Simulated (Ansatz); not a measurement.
# Cu5O6: the cost of one run

Program: Ansatz 0.2.0. Level of theory: DFT PBE, scalar-relativistic, plane waves, PAW. These are calculated values, not measurements.

## Step 1: The structure to begin with

It takes space group Cccm (No. 66, orthorhombic). Conventional cell: a = 4.161 Å, b = 4.179 Å, c = 5.151 Å, α = 90.00°, β = 90.00°, γ = 90.00°. Cu (site symmetry 2/m) is surrounded by 4 O at 1.96 Å. O (site symmetry 222) is surrounded by 4 Cu at 1.96 Å.

As a file:

```
Cu O
1.0
     2.08300   -2.08045    0.16633
     2.08300    2.08045    0.16633
    -0.41023    0.00000    5.13497
Cu O
2 2
Cartesian
  1.0168 1.0402 0.0908
  0.8117 -1.0402 2.6582
  1.9557 0.0000 1.4577
  1.7506 0.0000 4.0251
```

This cell was relaxed beforehand with the same method: volume 11.20 Å³/atom, gap on the mesh none (metal).

## Step 2: The (001) slab

Planes are indexed in the bulk's conventional cell (Cccm (No. 66)), a = 4.161 Å, b = 4.179 Å, c = 5.151 Å, α = 90.00°, β = 90.00°, γ = 90.00°.

The slab is a (001) slab, 12.9 Å thick as cut, with 15 Å of vacuum; its outer planes are O (top) and O (bottom).

The slab as cut. Its planes from the bottom up:

```
plane  atoms per cell  height over the lowest (Å)
    1               O                        0.00
    2              Cu                        1.29
    3               O                        2.58
    4              Cu                        3.86
    5               O                        5.15
    6              Cu                        6.44
    7               O                        7.73
    8              Cu                        9.01
    9               O                       10.30
   10              Cu                       11.59
   11               O                       12.88
```

## Step 3: Single point on the unrelaxed (001) slab

A dipole layer in the vacuum cancels the field that periodic copies would set up if the slab's two faces differ.

input.yaml reads:

```yaml
crystal:
  lattice:
    - [2.948696676, 0.0, 0.0]
    - [0.0129800027, 2.9486681073, 0.0]
    - [0.0, 0.0, 27.8783301249]
  atoms:
    - { symbol: O, position: [0.5057974905, 0.5057743899, 0.2690261564] }
    - { symbol: Cu, position: [0.0057978908, 0.5057978908, 0.3152209251] }
    - { symbol: O, position: [0.5057982911, 0.5058213917, 0.3614156938] }
    - { symbol: Cu, position: [0.505821792, 0.005821792, 0.4076104626] }
    - { symbol: O, position: [0.5058452929, 0.5058221923, 0.4538052313] }
    - { symbol: Cu, position: [0.0058456932, 0.5058456932, 0.5] }
    - { symbol: O, position: [0.5058460934, 0.5058691941, 0.5461947687] }
    - { symbol: Cu, position: [0.5058695944, 0.0058695944, 0.5923895374] }
    - { symbol: O, position: [0.5058930953, 0.5058699946, 0.6385843062] }
    - { symbol: Cu, position: [0.0058934955, 0.5058934955, 0.6847790749] }
    - { symbol: O, position: [0.5058938958, 0.5059169965, 0.7309738436] }
basis:
  ecutwfc: 420
kpoints:
  mp_grid: { grid: [12, 12, 1] }
hamiltonian:
  xc: pbe
scf:
  occupations: { method: gaussian, width: 0.1 }
output:
  forces: true
  stress: true
  eigenvalues: true
  write_density: true
  write_potential: true
  elf: true
  volumetric_format: npy
efield:
  axis: 3
  dipole_correction: true
  ramp_width: 0.04
```

The run is started by

```sh
$ ansatz run input.yaml --threads 2 --pin off --max-ram 5120MiB --backend cpu --events-out ev --progress --plain --runs-dir out
```

What time and memory should one allow on 2 threads of Arm Neoverse V2, shared host?

About 1.7 min, with a peak of 1.1 GiB.
